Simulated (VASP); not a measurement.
Input of a VASP 6.6.1 run:

POSCAR

```
Ti
1.0
   -1.5917700000      1.5917700000      1.6902300000
    1.5917700000     -1.5917700000      1.6902300000
    1.5917700000      1.5917700000     -1.6902300000
Ti
1
Direct
    0.0000000000      0.0000000000      0.0000000000
```

File INCAR.step1:

```
SYSTEM = Ti
  PREC = Accurate
  ENCUT = 520
  ISMEAR = 0
  SIGMA = 0.15
  LREAL = .False.
  LASPH = .True.
  NELM = 100
  NBANDS = 12
  GGA = PE
  ALGO = Normal
  EDIFF = 1E-4
  LWAVE = .True.
  LCHARG = .False.
```

File INCAR.step2:

```
SYSTEM = Ti
  PREC = Accurate
  ENCUT = 520
  EDIFF = 1E-6
  ISMEAR = 0
  SIGMA = 0.15
  LREAL = .False.
  LASPH = .True.
  NELM = 100
  ALGO = Normal
  ISIF = 2
  LWAVE = .False.
  LCHARG = .False.
  METAGGA = R2SCAN
  LMIXTAU = .True.
  NBANDS = 12
  ISTART = 1
```

The input KPOINTS:

```
Automatic mesh
0
Gamma
  20 20 20
  0 0 0
```

Potentials or basis: VASP PAW PBE potentials, release 64 (Ti_sv).

The run is started by

```sh
$ cat potpaw_PBE.64/Ti_sv/POTCAR > POTCAR
$ cp INCAR.step1 INCAR
$ mpirun -np 1 vasp_std > vasp.out
$ cp INCAR.step2 INCAR
$ mpirun -np 1 vasp_std > vasp.out
```

Estimate the pressure.

1.0 GPa.

What does it give for the band gap on the k mesh?

None (metal or under the smearing width).

Stress tensor (GPa, compression positive):
```
0.31 0.00 0.00
0.00 0.31 0.00
0.00 0.00 2.28
```

Caveat: the PAW data sets were made with another functional, which shifts forces and pressure a little.
